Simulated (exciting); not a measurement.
Input of an exciting (release sodium) run:

The input input.xml:

```xml
<input>
  <title>Cu</title>
  <structure speciespath="./" tshift="false">
    <crystal scale="1">
      <basevect>0.000000000000 3.415679970261 3.415679970261</basevect>
      <basevect>3.415679970261 0.000000000000 3.415679970261</basevect>
      <basevect>3.415679970261 3.415679970261 0.000000000000</basevect>
    </crystal>
    <species speciesfile="Cu.xml" rmt="2">
      <atom coord="0.000000000000 0.000000000000 0.000000000000"/>
    </species>
  </structure>
  <groundstate do="fromscratch" ngridk="13 13 13" rgkmax="9" gmaxvr="14" lmaxapw="10" lmaxmat="10" lmaxvr="8" xctype="GGA_PBE" stype="Fermi Dirac" swidth="0.00183747" nempty="12" ValenceRelativity="iora*" epsengy="1e-05" epspot="1e-05" maxscl="60" tforce="true" outputlevel="normal"/>
  <properties>
    <chargedensityplot>
      <plot3d>
        <box grid="13 13 13">
          <origin coord="0 0 0"/>
          <point coord="1 0 0"/>
          <point coord="0 1 0"/>
          <point coord="0 0 1"/>
        </box>
      </plot3d>
    </chargedensityplot>
    <elfplot>
      <plot3d>
        <box grid="13 13 13">
          <origin coord="0 0 0"/>
          <point coord="1 0 0"/>
          <point coord="0 1 0"/>
          <point coord="0 0 1"/>
        </box>
      </plot3d>
    </elfplot>
    <exccplot>
      <plot3d>
        <box grid="13 13 13">
          <origin coord="0 0 0"/>
          <point coord="1 0 0"/>
          <point coord="0 1 0"/>
          <point coord="0 0 1"/>
        </box>
      </plot3d>
    </exccplot>
  </properties>
</input>
```

Potentials or basis: all-electron LAPW+lo, shipped species files, valence relativity iora*.

The run is started by

```bash
$ OMP_NUM_THREADS=1 exciting_smp
```

**Question.** Estimate the band gap on the k mesh.

**Answer.** None (metal or under the smearing width).
